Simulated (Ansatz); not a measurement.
Compressing C: a fit and a missing row

C, P6/mmm, a = 4.837 Å, c = 4.172 Å. This isn't the element's structure at ambient conditions. Ansatz: PBE, PAW, 420 eV, Γ-centred 12×12×8 mesh on 10 atoms, Gaussian smearing 0.10 eV; no spin polarisation. Shape and atoms are relaxed at each volume; pressure is positive in compression.

| V (Å³/atom) | P (GPa) |
| --- | --- |
| 7.440 | 38.59 |
| 7.694 | 26.79 |
| 7.948 | 16.59 |
| 8.201 | ? |
| 8.455 | 0.01 |
| 8.709 | -6.79 |
| 8.962 | -12.74 |
| 9.300 | -19.49 |

Question: Take V0 = 8.455 Å³/atom, count pressures from its P0 = 0.01 GPa, fit the third-order Birch–Murnaghan form to the other rows, and predict the missing pressure.

Answer: With the Eulerian strain f = ½[(V0/V)^(2/3) − 1] and y = (P − P0)/[3f(1 + 2f)^(5/2)], the form is the line y = B0 + 1.5 B0 (B0′ − 4) f. Rows (f, y): 0.04450, 233.5; 0.03245, 235.1; 0.02104, 237.0; -0.00977, 243.7; -0.01904, 246.0; -0.03076, 247.7. Means f = 0.006403, y = 240.50; Σ(Δf)² = 0.004634, ΣΔfΔy = -0.9178; the slope is their ratio. y = 241.8 − 198.1 f GPa, so B0 = 241.8 GPa and B0′ = 4 + 2 × (-198.1)/(3 × 241.8) = 3.45. At V = 8.201, f = 0.01027, y = 239.77 and P = 7.78 GPa. The run gave 7.76 GPa, so the fit is 0.02 GPa too high, within the rms miss on the fitted rows (0.04 GPa).